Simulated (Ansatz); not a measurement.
Wires are cut from relaxed bulk AlP (F-43m, 20.87 Å³/atom, gap on the mesh 1.63 eV); atoms and period are relaxed, and energies count from that bulk. Caps count from half an H2 molecule.

Method: DFT PBE, scalar-relativistic, plane waves, PAW in Ansatz 0.2.0.

Cutoff 420 eV, Gaussian smearing of 0.05 eV, energies at zero smearing, symmetry of each start kept, no spin polarisation.

```tsv
start	atoms	k mesh	excess energy (eV per host atom)	line energy (eV/Å)	period (Å)	gap on the mesh (eV)	highest filled level or Fermi level under vacuum (eV)
[001] wire, 6 host atoms a period with H caps	16	1×1×6	0.496	0.535	5.556	4.30	6.60
[001] wire, 8 host atoms a period with H caps	20	1×1×6	0.474	0.664	5.708	3.83	-
[001] wire, 16 host atoms a period with H caps	32	1×1×6	0.307	0.886	5.535	3.50	-
```

A dash: not computed, or not clear enough to read.

Each run keeps its start's symmetry and one magnetic start, so lower states can exist.